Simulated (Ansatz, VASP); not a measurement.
## One calculation of Y, two programs

```
CELL_PARAMETERS angstrom
0.00000 2.55199 2.55199
2.55199 0.00000 2.55199
2.55199 2.55199 0.00000
ATOMIC_POSITIONS crystal
Y 0.00000 0.00000 0.00000
```

Alike in both runs: task single point; functional LDA; k mesh 9 × 9 × 9; occupations fermi-dirac, width 0.05 eV; no spin polarisation; Hubbard terms Y d U = 3.0 eV.

|  | VASP | Ansatz |
| --- | --- | --- |
| version | VASP 6.6.1 | Ansatz 0.2.0 |
| potentials or method | VASP PAW LDA potentials, release 64 (Y_sv), cutoff 520 eV | all-electron LAPW, scalar-relativistic |

Ansatz gave:

```
gap on the k mesh at the Fermi level (eV) : none
pressure (GPa)                            : 0.4
```

Q: Estimate VASP's values.

A: gap on the k mesh at the Fermi level (eV): none; pressure (GPa): 1.1.

The programs project onto different local orbitals, so the same U acts differently. A gap of «none» marks a metal or a gap that the smearing closes. Ansatz ran all-electron here, so the differences hold the error of VASP's frozen core and of both bases.

Caveats: U without spin polarisation on a metal has little footing; the U is typed as a test and isn't derived for this compound; U is the effective U less J, on atomic orbitals that reach past the spheres (Ansatz).
